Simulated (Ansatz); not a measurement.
Run on MnSi (rocksalt type): DFT, r2SCAN, PAW with Ansatz's default frozen-core files, scalar-relativistic (Ansatz 0.2.0). This run: cell relaxed at zero pressure.

The start is a guessed cell of a prototype that needn't be stable.

Command: `ansatz run input.yaml --threads 2 --pin off --max-ram 7168MiB --backend cpu --events-out ev --progress --plain --runs-dir out` It took 110 s on 2 threads of Arm Neoverse N1, with other jobs on the host, peak memory 0.49 GiB.

```yaml
crystal:
  lattice:
    - [0.0, 2.3846291566, 2.3846291566]
    - [2.3846291566, 0.0, 2.3846291566]
    - [2.3846291566, 2.3846291566, 0.0]
  atoms:
    - { symbol: Mn, position: [0.0, 0.0, 0.0], spin: 3.0 }
    - { symbol: Si, position: [0.5, 0.5, 0.5] }
magnetization:
  spin_polarized: true
kpoints:
  mp_grid: { grid: [14, 14, 14] }
scf:
  occupations: { method: fermi_dirac, width: 0.05 }
hamiltonian:
  xc: r2scan
  pseudopotentials: { kind: paw }
output:
  forces: true
  stress: true
relax:
  f_tol: 0.005
  max_steps: 40
  cell: {}
```

Output:

```
Engine: ansatz 0.2.0
Pseudopotentials: kind: paw
Pseudopotential: Mn, paw, valence charge 15, recommended cutoff 500 eV (meta_gga), Mn.paw.azcp
Pseudopotential: Si, paw, valence charge 4, recommended cutoff 500 eV (meta_gga), Si.paw.azcp
Functional definition: r2SCAN
  parameter k0 = 0.174
  parameter k1 = 0.065
  parameter a1 = 4.9479
  exchange = r2scan_x(k0 = k0, k1 = k1, a1 = a1)
  correlation = r2scan_c
Crystal: 2 atoms, lattice volume = 27.120 Å³
Basis set: ecut = 500 eV, 701 PW (Γ), exchange–correlation on 100×100×100 points (64 copies of the dense FFT grid, shifted against one another)
Bands: 15, of which v1, the nominal top of the filled ones, is band 10 counted from 1 (9 counted from 0)
Symmetry: 48 space group operations
Space group: Fm-3m (ITA 225), of the structure as read, at distance tolerance 3.0e-5 Å
Magnetic group: BNS 225.116 (UNI 1618), of the structure as read, at distance tolerance 3.0e-5 Å
k-points: 104 of 2744
Non-local potential: Mn, projectors of the file, l = 0: 3, l = 1: 2, l = 2: 3, l = 3: 1
Non-local potential: Si, projectors of the file, l = 0: 2, l = 1: 2, l = 2: 2
PAW form: soft (Blöchl's): semilocal exchange-correlation on the pseudo side does not see the compensation charge
PAW frozen core: Mn, regenerated for the run's functional (the file was generated under x = pbe(κ = 0.804, μ = 0.2195149727645171), c = pbe(β = 0.06672455060314922))
PAW frozen core: Si, regenerated for the run's functional (the file was generated under x = pbe(κ = 0.804, μ = 0.2195149727645171), c = pbe(β = 0.06672455060314922))
PAW one-centre angular grid: Mn, 590 points (default); XC on 160 Gauss nodes
PAW one-centre angular grid: Si, 302 points (default); XC on 160 Gauss nodes
Initial density: superposition of atomic densities (chi_scale 0.1, normalization cell)
Starting moments: Σ|m| = 3 μB on 1 of 2 sites
Initial wavefunctions: pseudopotential atomic-orbital guess
Functional: x = r2scan, c = r2scan; τ floored in thin density (d = 2e-4 eV/Å³)
SCF iter   1: F=—  HF=-4542.005112 eV  |F-HF|=—  |Δ(HF+E_count)|=         —  Δρ=4.51e-2 (↑2.71e-2 ↓4.51e-2)  dr2=9.81e-1  dr2_τ=7.22e-3  dr2_m=8.53e-2  M=2.802 μB ∫|m|=3.144 μB  β_m=1.00  ethr=3.10e-3  ⟨swp⟩=4.7  Hψ=15622  notcnv=0
Mixer restart at iter 1: flushing history
preconditioner: auto → none  [metal: Δε(μ)=0.002 eV  Ē_g=8.849 eV  σ=0.050 eV  W_gap=0.01  n_scr=8 (ndim 8)  ℏωp=23.6 eV  f_vac=0.000  D(μ)=0.92/eV (n_scr^D=8)  sad-step TF]
SCF iter   2: F=—  HF=-4541.827639 eV  |F-HF|=—  |Δ(HF+E_count)|=   1.77e-1  Δρ=1.67e-2 (↑1.37e-2 ↓1.67e-2)  dr2=5.21e-2  dr2_τ=2.10e-3  dr2_m=3.61e-2  M=2.833 μB ∫|m|=3.314 μB  β_m=1.00  ethr=3.10e-3  ⟨swp⟩=3.0  Hψ=7653  notcnv=0  defer=171  κ⁻¹=1.0e0(r=1)
SCF iter   3: F=—  HF=-4541.687973 eV  |F-HF|=—  |Δ(HF+E_count)|=         —  Δρ=2.21e-2 (↑2.21e-2 ↓9.82e-3)  dr2=2.11e-1  dr2_τ=1.10e-3  dr2_m=1.26e-2  M=2.887 μB ∫|m|=3.434 μB  β_m=1.00  ethr=2.74e-4  ⟨swp⟩=2.7  Hψ=5795  notcnv=0  defer=171
Mixer restart at iter 3: flushing history
SCF iter   4: F=—  HF=-4542.170946 eV  |F-HF|=—  |Δ(HF+E_count)|=   4.83e-1  Δρ=6.95e-3 (↑5.41e-3 ↓6.95e-3)  dr2=1.45e-2  dr2_τ=5.03e-4  dr2_m=3.71e-3  M=2.870 μB ∫|m|=3.403 μB  β_m=1.00  ethr=2.74e-4  ⟨swp⟩=3.0  Hψ=6669  notcnv=0  defer=171  κ⁻¹=1.0e0(r=1)
SCF iter   5: F=—  HF=-4542.449247 eV  |F-HF|=—  |Δ(HF+E_count)|=   2.78e-1  Δρ=4.88e-3 (↑4.16e-3 ↓4.88e-3)  dr2=1.56e-2  dr2_τ=5.11e-5  dr2_m=1.10e-4  M=2.872 μB ∫|m|=3.391 μB  β_m=1.00  ethr=7.63e-5  ⟨swp⟩=2.2  Hψ=7438  notcnv=0  defer=164  κ⁻¹=1.7e-2(r=2)
SCF iter   6: F=—  HF=-4542.725611 eV  |F-HF|=—  |Δ(HF+E_count)|=   2.76e-1  Δρ=2.60e-3 (↑1.12e-3 ↓2.60e-3)  dr2=2.64e-3  dr2_τ=1.51e-5  dr2_m=3.07e-4  M=2.864 μB ∫|m|=3.338 μB  β_m=1.00  ethr=7.63e-5  ⟨swp⟩=2.2  Hψ=6185  notcnv=0  defer=164  κ⁻¹=2.7e-3(r=3)
SCF iter   7: F=—  HF=-4542.748993 eV  |F-HF|=—  |Δ(HF+E_count)|=   2.34e-2  Δρ=1.41e-3 (↑9.03e-4 ↓1.41e-3)  dr2=6.75e-4  dr2_τ=6.39e-6  dr2_m=1.87e-4  M=2.857 μB ∫|m|=3.304 μB  β_m=1.00  ethr=1.39e-5  ⟨swp⟩=2.0  Hψ=6454  notcnv=0  defer=161  κ⁻¹=7.8e-4(r=4)
SCF iter   8: F=—  HF=-4542.749485 eV  |F-HF|=—  |Δ(HF+E_count)|=   4.92e-4  Δρ=3.97e-4 (↑3.97e-4 ↓2.26e-4)  dr2=2.46e-5  dr2_τ=9.41e-7  dr2_m=1.94e-5  M=2.849 μB ∫|m|=3.279 μB  β_m=1.00  ethr=3.55e-6  ⟨swp⟩=2.0  Hψ=5559  notcnv=0  defer=161  κ⁻¹=1.2e-5(r=5)
SCF iter   9: F=—  HF=-4542.750149 eV  |F-HF|=—  |Δ(HF+E_count)|=   6.64e-4  Δρ=1.32e-4 (↑1.32e-4 ↓7.01e-5)  dr2=1.91e-6  dr2_τ=1.51e-7  dr2_m=1.39e-6  M=2.848 μB ∫|m|=3.281 μB  β_m=1.00  ethr=1.29e-7  ⟨swp⟩=2.0  Hψ=5264  notcnv=0  defer=161  κ⁻¹=8.2e-6(r=6)
SCF iter  10: F=—  HF=-4542.750256 eV  |F-HF|=—  |Δ(HF+E_count)|=   1.07e-4  Δρ=8.66e-5 (↑8.66e-5 ↓4.29e-5)  dr2=6.18e-7  dr2_τ=2.37e-8  dr2_m=7.65e-7  M=2.847 μB ∫|m|=3.281 μB  β_m=1.00  ethr=1.00e-8  ⟨swp⟩=2.0  Hψ=5159  notcnv=0  defer=161  κ⁻¹=1.9e-6(r=7)
SCF iter  11: F=—  HF=-4542.750292 eV  |F-HF|=—  |Δ(HF+E_count)|=   3.56e-5  Δρ=6.45e-5 (↑6.45e-5 ↓3.15e-5)  dr2=3.70e-7  dr2_τ=1.03e-8  dr2_m=4.34e-7  M=2.846 μB ∫|m|=3.280 μB  β_m=1.00  ethr=3.25e-9  ⟨swp⟩=2.0  Hψ=5148  notcnv=0  defer=162  κ⁻¹=1.4e-7(r=8)
SCF iter  12: F=—  HF=-4542.750316 eV  |F-HF|=—  |Δ(HF+E_count)|=   2.44e-5  Δρ=1.08e-5 (↑7.48e-6 ↓1.08e-5)  dr2=8.53e-8  dr2_τ=4.17e-10  dr2_m=7.92e-9  M=2.845 μB ∫|m|=3.279 μB  β_m=1.00  ethr=1.95e-9  ⟨swp⟩=2.3  Hψ=5379  notcnv=0  defer=162  κ⁻¹=8.5e-7(r=8)
SCF iter  13: F=—  HF=-4542.750317 eV  |F-HF|=—  |Δ(HF+E_count)|=   7.00e-7  Δρ=4.39e-6 (↑3.68e-6 ↓4.39e-6)  dr2=1.01e-8  dr2_τ=6.85e-11  dr2_m=4.68e-10  M=2.845 μB ∫|m|=3.279 μB  β_m=1.00  ethr=4.49e-10  ⟨swp⟩=2.2  Hψ=5214  notcnv=0  defer=162  κ⁻¹=1.1e-6(r=8)
SCF iter  14: F=—  HF=-4542.750317 eV  |F-HF|=—  |Δ(HF+E_count)|=   1.97e-8  Δρ=5.66e-6 (↑5.66e-6 ↓1.81e-6)  dr2=1.17e-8  dr2_τ=3.58e-11  dr2_m=1.26e-9  M=2.845 μB ∫|m|=3.279 μB  β_m=1.00  ethr=5.30e-11  ⟨swp⟩=2.1  Hψ=4864  notcnv=0  defer=162  κ⁻¹=2.0e-7(r=8)
SCF iter  15: F=-4542.750317 eV  HF=-4542.750317 eV  |F-HF|=1.02e-8  |Δ(HF+E_count)|=   1.16e-7  Δρ=4.56e-6 (↑2.38e-6 ↓4.56e-6)  dr2=1.35e-8  dr2_τ=4.53e-11  dr2_m=3.68e-10  M=2.845 μB ∫|m|=3.279 μB  ethr=5.30e-11  ⟨swp⟩=1.8  Hψ=9879  notcnv=0
SCF 1 converged in 15 iterations: F = -4542.750317 eV  dr2 = 1.35e-8
  greatest PAW one-centre occupation: 1.003 electrons in one spin orbital (limit 2), on the Mn atom at site 0 (counted from 0), in its partial waves of l = 1
relax step   1: F+E_penalty+E_count = -4542.75031701 eV  Δ(F+E_penalty+E_count) = +0.000e0 eV  max|allowed force component| = 2.136e-31 eV/Å  Δτ_max = 0.0000 Å  P = +11.739 GPa  Ω = 27.120 Å³  (15 SCF iters, dr2 threshold 1.00e-7 eV, accepted)
Crystal: 2 atoms, lattice volume = 28.494 Å³
Basis set: ecut = 500 eV, 725 PW (Γ), exchange–correlation on 100×100×100 points (64 copies of the dense FFT grid, shifted against one another)
Initial density: handed on by an earlier stage of this run
Starting moments: Σ|m| = 3 μB on 1 of 2 sites; this step starts from the density that it was given
[... lines left out ...]
SCF iter  11: F=—  HF=-4542.850654 eV  |F-HF|=—  |Δ(HF+E_count)|=  5.55e-11  Δρ=8.22e-8 (↑8.22e-8 ↓7.51e-8)  dr2=7.53e-12  dr2_τ=1.67e-14  dr2_m=1.83e-14  M=2.991 μB ∫|m|=3.615 μB  β_m=1.00  ethr=1.00e-12  ⟨swp⟩=1.0  Hψ=3120  notcnv=0  κ⁻¹=1.2e-7(r=8)
SCF iter  12: F=—  HF=-4542.850654 eV  |F-HF|=—  |Δ(HF+E_count)|=  2.82e-11  Δρ=1.61e-8 (↑1.52e-8 ↓1.61e-8)  dr2=1.94e-13  dr2_τ=1.93e-15  dr2_m=6.67e-16  M=2.991 μB ∫|m|=3.615 μB  β_m=1.00  ethr=1.00e-12  ⟨swp⟩=1.1  Hψ=3186  notcnv=0  κ⁻¹=2.1e-7(r=8)
SCF iter  13: F=-4542.850654 eV  HF=-4542.850654 eV  |F-HF|=1.18e-11  |Δ(HF+E_count)|=  5.46e-12  Δρ=1.17e-7 (↑8.19e-8 ↓1.17e-7)  dr2=1.25e-11  dr2_τ=4.03e-14  dr2_m=9.44e-14  M=2.991 μB ∫|m|=3.615 μB  ethr=1.00e-12  ⟨swp⟩=3.1  Hψ=11043  notcnv=0
SCF 7 converged in 13 iterations: F = -4542.850654 eV  dr2 = 1.25e-11
relax step   7: F+E_penalty+E_count = -4542.85065374 eV  Δ(F+E_penalty+E_count) = -7.363e-6 eV  max|allowed force component| = 1.705e-31 eV/Å  Δτ_max = 0.0000 Å  P = +0.001 GPa  Ω = 30.027 Å³  stress off target by 8.51e-4 GPa  SCF on the basis re-selected at this cell (its energy is not comparable with the rows above)  (13 SCF iters)
basis re-selected at this cell: Δ(F+E_penalty+E_count) = -7.363e-6 eV, ΔP = +0.000 GPa vs the last step (what re-selecting the basis moved, of the pressure what is left beyond the Pulay correction that the steps carried, after the strain that the cell walked since its last selection, with what the two solves' SCF thresholds leave and, on support functions, any second-order correction that the steps lacked; it is no measure of the basis error at this ecutwfc). This SCF's stress stands 8.51e-4 GPa from its target on what of the cell is left free (relax.cell.stress_tol is 5.00e-2 GPa) and its largest allowed force component is 1.71e-31 eV/Å (relax.f_tol is 5.00e-3 eV/Å): within both
SCF converged after 13 iterations
Stability not checked: this state was not tested for a lower state beside it, because the mixer in use, unlike msr1, does not test its closes by its own steps (another_mixer; see scf.mixing.algorithm and scf.lower_state_search)
Magnetization: 2.9910 μB (10.9955 up, 8.0045 down)
Absolute magnetization: 3.6146 μB (∫|ρ↑−ρ↓|, with the PAW one-centre terms)
Spin contamination: 0.2205 ħ² per cell (⟨S²⟩ above its minimum at these occupations)
Per-site moments (μB) at R_I (Å): [(3.1251475124421852, 1.0176153875686573), (-0.18536351046982155, 1.0176153875686573)]
Free energy (F): -4542.850654 eV
Harris-Foulkes:  -4542.850654 eV  (|F-HF|=1.18e-11)
Internal energy: -4542.845162 eV  (E = F + TS)
E sigma→0 (E₀):  -4542.847908 eV
Entropy (-TS):   -0.005492 eV (-2.746 meV/atom)
Fermi energy:    11.930126 eV
--- Per-component energies (eV) ---
  E_band       = -279.429903
  E_kinetic    = 345.648359
  E_local      = -2349.459789  (includes V_loc(G=0)·N_el)
  E_nonlocal   = 272.436571
  E_hartree    = 986.058862
  E_xc         = -161.062163
  E_vxc        = -211.232784  (∫ρ·V_xc dr)
  E_paw        = -1832.873605  (= ΣΔE_a)
  E_vpaw       = -322.096567  (= ΣTr[D̂ρ^β])
  E_aug_tail   = 0.000000  (compensation charges beyond the density's cutoff)
  E_vtau       = 13.156800  (kinetic-family band-sum trace: ∫τ·v_τ [+ j·A + Jᵃ·Aᵃ] dr)
  E_ewald      = -1803.233921
  E_core_change = -0.359476  (= ΣΔE_core)
  E_smearing   = -0.005492  (= −TS)
  E_closure    = 0.000000  (closes the sum)
  Σ components = -4542.850654   (vs F -4542.850654, Δ=0.00e0)
--- Forces (eV/Å), atoms counted from 1 ---
  atom   1  Mn    -0.00000000     0.00000000     0.00000000
  atom   2  Si    -0.00000000     0.00000000    -0.00000000
  max |Σ_I F_I| component: 6.25e-31 eV/Å
--- Stress (GPa, compression-positive) ---
        0.000851       0.000000       0.000000
        0.000000       0.000851       0.000000
        0.000000       0.000000       0.000851
  P = ⅓ Tr σ = 0.0009 GPa (0.009 kbar)
--- Relaxed structure (5 steps of the walk, 5 accepted, 2 SCFs on fresh bases) ---
  F+E_penalty+E_count = -4542.85065374 eV   max|allowed force component| = 1.705e-31 eV/Å   (the final SCF, on the basis selected at the relaxed cell)
  cell:  # Å, volume = 30.0268 Å³
    - [-1.0708242787882136e-33, 2.4669463941058356, 2.4669463941058356]
    - [2.4669463941058356, -1.1727317194461257e-33, 2.4669463941058356]
    - [2.4669463941058356, 2.4669463941058356, 4.585834829606031e-34]
  atoms:
    - { symbol: Mn, position: [5.889066288967832e-36, -7.571656657245113e-36, -2.103237960345763e-35] }
    - { symbol: Si, position: [0.5, 0.5, 0.5] }
```

Next run (rocksalt relaxed under pressure), as changes to the input before:

```diff
   lattice:
-    - [0.0, 2.3846291566, 2.3846291566]
-    - [2.3846291566, 0.0, 2.3846291566]
-    - [2.3846291566, 2.3846291566, 0.0]
+    - [0.0, 1.9461973486, 1.9461973486]
+    - [1.9461973486, 0.0, 1.9461973486]
+    - [1.9461973486, 1.9461973486, 0.0]
   atoms:
 kpoints:
-  mp_grid: { grid: [14, 14, 14] }
+  mp_grid: { grid: [18, 18, 18] }
 scf:
   stress: true
+  eigenvalues: true
+  write_density: true
+  write_potential: true
+  elf: true
+  volumetric_format: npy
 relax:
   max_steps: 40
-  cell: {}
+  cell: { p_target: 280.0, stress_tol: 0.14 }
```

Command: `ansatz run input.yaml --threads 2 --pin off --max-ram 7168MiB --backend cpu --events-out ev --progress --plain --runs-dir out` It took 77 s on 2 threads of Arm Neoverse N1 (shared host), peak memory 0.47 GiB.

Results part of the output:

```
basis re-selected at this cell: Δ(F+E_penalty+E_count) = +3.611e-5 eV, ΔP = +0.000 GPa vs the last step (what re-selecting the basis moved, of the pressure what is left beyond the Pulay correction that the steps carried, after the strain that the cell walked since its last selection, with what the two solves' SCF thresholds leave and, on support functions, any second-order correction that the steps lacked; it is no measure of the basis error at this ecutwfc). This SCF's stress stands 1.91e-3 GPa from its target on what of the cell is left free (relax.cell.stress_tol is 1.40e-1 GPa) and its largest allowed force component is 6.57e-31 eV/Å (relax.f_tol is 5.00e-3 eV/Å): within both
SCF converged after 11 iterations
Stability not checked: this state was not tested for a lower state beside it, because the mixer in use, unlike msr1, does not test its closes by its own steps (another_mixer; see scf.mixing.algorithm and scf.lower_state_search)
Magnetization: 0.8082 μB (9.9041 up, 9.0959 down)
Absolute magnetization: 0.8769 μB (∫|ρ↑−ρ↓|, with the PAW one-centre terms)
Spin contamination: 0.0107 ħ² per cell (⟨S²⟩ above its minimum at these occupations)
Per-site moments (μB) at R_I (Å): [(0.7520147779705643, 0.8017481351573498), (-0.012628206611351679, 0.8017481351573498)]
Free energy (F): -4535.820173 eV
Harris-Foulkes:  -4535.820173 eV  (|F-HF|=4.55e-12)
Internal energy: -4535.809072 eV  (E = F + TS)
E sigma→0 (E₀):  -4535.814623 eV
Entropy (-TS):   -0.011101 eV (-5.550 meV/atom)
Fermi energy:    26.893562 eV
--- Per-component energies (eV) ---
  E_band       = -17.419386
  E_kinetic    = 395.985678
  E_local      = -1674.481282  (includes V_loc(G=0)·N_el)
  E_nonlocal   = 281.307707
  E_hartree    = 765.685975
  E_xc         = -176.534553
  E_vxc        = -235.071324  (∫ρ·V_xc dr)
  E_paw        = -1838.666189  (= ΣΔE_a)
  E_vpaw       = -331.814322  (= ΣTr[D̂ρ^β])
  E_aug_tail   = 0.000001  (compensation charges beyond the density's cutoff)
  E_vtau       = 15.282256  (kinetic-family band-sum trace: ∫τ·v_τ [+ j·A + Jᵃ·Aᵃ] dr)
  E_ewald      = -2288.746933
  E_core_change = -0.359476  (= ΣΔE_core)
  E_smearing   = -0.011101  (= −TS)
  E_closure    = 0.000000  (closes the sum)
  Σ components = -4535.820173   (vs F -4535.820173, Δ=0.00e0)
--- Forces (eV/Å), atoms counted from 1 ---
  atom   1  Mn    -0.00000000     0.00000000     0.00000000
  atom   2  Si     0.00000000    -0.00000000     0.00000000
  max |Σ_I F_I| component: 3.62e-31 eV/Å
--- Stress (GPa, compression-positive) ---
      279.998092      -0.000000      -0.000000
       -0.000000     279.998092       0.000000
       -0.000000       0.000000     279.998092
  P = ⅓ Tr σ = 279.9981 GPa (2799.981 kbar)
--- Band table (eV; the first three rows and the last of 390) ---
  k-point 0 ↑: bands = ["-55.8799", "-23.4608", "-23.4608", "-23.4608", "9.7669", "22.3382", "22.3382", "22.3382", "23.3652", "23.3652", "35.5648", "35.5648", "35.5648", "38.8578", "42.8081"]
  k-point 1 ↑: bands = ["-55.8780", "-23.4749", "-23.4631", "-23.4631", "9.8751", "22.2278", "22.3829", "22.3829", "23.3237", "23.3237", "35.3082", "35.6937", "35.6937", "38.7899", "42.7712"]
  k-point 2 ↑: bands = ["-55.8728", "-23.5153", "-23.4697", "-23.4697", "10.1956", "21.9139", "22.4627", "22.4627", "23.2664", "23.2664", "34.5991", "36.0504", "36.0504", "38.6093", "42.6336"]
  k-point 194 ↓: bands = ["-54.6252", "-22.6152", "-22.5690", "-22.4797", "17.4117", "19.3470", "19.3704", "22.2936", "28.0240", "28.6214", "28.6333", "28.6886", "31.6266", "40.8231", "42.2193"]
--- Relaxed structure (3 steps of the walk, 3 accepted, 1 SCFs on fresh bases) ---
  F+E_penalty+E_count = -4535.82017277 eV   max|allowed force component| = 6.574e-31 eV/Å   (the final SCF, on the basis selected at the relaxed cell)
  cell:  # Å, volume = 14.6849 Å³
    - [-6.480676304339079e-34, 1.9436318428056965, 1.9436318428056965]
    - [1.9436318428056965, -5.684524424199143e-34, 1.9436318428056965]
    - [1.9436318428056965, 1.9436318428056965, 6.369215041119488e-35]
  atoms:
    - { symbol: Mn, position: [1.0952450896228392e-35, -5.798356356826943e-36, -5.02524217591676e-36] }
    - { symbol: Si, position: [0.5, 0.5, 0.5] }
```

Next run (CsCl relaxed under pressure), as changes to the input before:

```diff
   lattice:
-    - [0.0, 1.9461973486, 1.9461973486]
-    - [1.9461973486, 0.0, 1.9461973486]
-    - [1.9461973486, 1.9461973486, 0.0]
+    - [2.4378228886, 0.0, 0.0]
+    - [0.0, 2.4378228886, 0.0]
+    - [0.0, 0.0, 2.4378228886]
   atoms:
```

Results part of the output:

```
basis re-selected at this cell: Δ(F+E_penalty+E_count) = +5.650e-4 eV, ΔP = +0.022 GPa vs the last step (what re-selecting the basis moved, of the pressure what is left beyond the Pulay correction that the steps carried, after the strain that the cell walked since its last selection, with what the two solves' SCF thresholds leave and, on support functions, any second-order correction that the steps lacked; it is no measure of the basis error at this ecutwfc). This SCF's stress stands 2.01e-2 GPa from its target on what of the cell is left free (relax.cell.stress_tol is 1.40e-1 GPa) and its largest allowed force component is 1.64e-31 eV/Å (relax.f_tol is 5.00e-3 eV/Å): within both
SCF converged after 11 iterations
Stability not checked: this state was not tested for a lower state beside it, because the mixer in use, unlike msr1, does not test its closes by its own steps (another_mixer; see scf.mixing.algorithm and scf.lower_state_search)
Magnetization: -0.0000 μB (9.5000 up, 9.5000 down)
Absolute magnetization: 0.0000 μB (∫|ρ↑−ρ↓|, with the PAW one-centre terms)
Spin contamination: 0.0000 ħ² per cell (⟨S²⟩ above its minimum at these occupations)
Per-site moments (μB) at R_I (Å): [(-5.1294218300239675e-9, 0.8558588139617572), (8.468825833693548e-11, 0.8558588139617572)]
Free energy (F): -4538.845468 eV
Harris-Foulkes:  -4538.845468 eV  (|F-HF|=8.46e-11)
Internal energy: -4538.838422 eV  (E = F + TS)
E sigma→0 (E₀):  -4538.841945 eV
Entropy (-TS):   -0.007046 eV (-3.523 meV/atom)
Fermi energy:    27.843040 eV
--- Per-component energies (eV) ---
  E_band       = 13.803444
  E_kinetic    = 395.845987
  E_local      = -1591.034525  (includes V_loc(G=0)·N_el)
  E_nonlocal   = 271.256730
  E_hartree    = 740.390056
  E_xc         = -178.519661
  E_vxc        = -237.779388  (∫ρ·V_xc dr)
  E_paw        = -1832.293640  (= ΣΔE_a)
  E_vpaw       = -320.487669  (= ΣTr[D̂ρ^β])
  E_aug_tail   = -0.000000  (compensation charges beyond the density's cutoff)
  E_vtau       = 15.222767  (kinetic-family band-sum trace: ∫τ·v_τ [+ j·A + Jᵃ·Aᵃ] dr)
  E_ewald      = -2344.123891
  E_core_change = -0.359476  (= ΣΔE_core)
  E_smearing   = -0.007046  (= −TS)
  E_closure    = 0.000000  (closes the sum)
  Σ components = -4538.845468   (vs F -4538.845468, Δ=0.00e0)
--- Forces (eV/Å), atoms counted from 1 ---
  atom   1  Mn    -0.00000000    -0.00000000    -0.00000000
  atom   2  Si    -0.00000000     0.00000000     0.00000000
  max |Σ_I F_I| component: 7.23e-31 eV/Å
--- Stress (GPa, compression-positive) ---
      280.020139      -0.000000      -0.000000
       -0.000000     280.020139       0.000000
       -0.000000       0.000000     280.020139
  P = ⅓ Tr σ = 280.0201 GPa (2800.201 kbar)
--- Band table (eV; the first three rows and the last of 440) ---
  k-point 0 ↑: bands = ["-53.7060", "-21.0329", "-21.0329", "-21.0329", "10.6500", "22.0234", "22.0234", "28.5663", "28.5663", "28.5663", "35.1824", "35.1824", "35.1824", "40.1053", "40.1053"]
  k-point 1 ↑: bands = ["-53.7029", "-21.0579", "-21.0308", "-21.0308", "10.7450", "22.0193", "22.0727", "28.4227", "28.4227", "28.5800", "34.7424", "35.3753", "35.3753", "39.9462", "40.5883"]
  k-point 2 ↑: bands = ["-53.6940", "-21.1298", "-21.0248", "-21.0248", "11.0266", "21.9853", "22.2178", "28.0443", "28.0443", "28.6194", "33.7992", "35.9032", "35.9032", "39.4899", "41.6717"]
  k-point 219 ↓: bands = ["-53.4160", "-21.5829", "-21.5829", "-21.5829", "19.2360", "19.2360", "19.2360", "30.9401", "30.9401", "31.5369", "31.7615", "31.7615", "31.7615", "38.0690", "38.0690"]
--- Relaxed structure (4 steps of the walk, 4 accepted, 1 SCFs on fresh bases) ---
  F+E_penalty+E_count = -4538.84546794 eV   max|allowed force component| = 1.643e-31 eV/Å   (the final SCF, on the basis selected at the relaxed cell)
  cell:  # Å, volume = 13.7513 Å³
    - [2.3957833533533783, -4.975319023000359e-34, -6.419766481290786e-34]
    - [-4.975319023000359e-34, 2.3957833533533783, 0.0]
    - [-6.419766481290786e-34, 0.0, 2.3957833533533783]
  atoms:
    - { symbol: Mn, position: [3.291751890237554e-36, 2.2897189847246542e-104, 4.114689862796914e-37] }
    - { symbol: Si, position: [0.5, 0.5, 0.5] }
```

Antiferromagnetic order, which Cr and Mn prefer near zero pressure, wasn't tried. Other magnetic orders may lie lower. The PAW files were made under PBE.
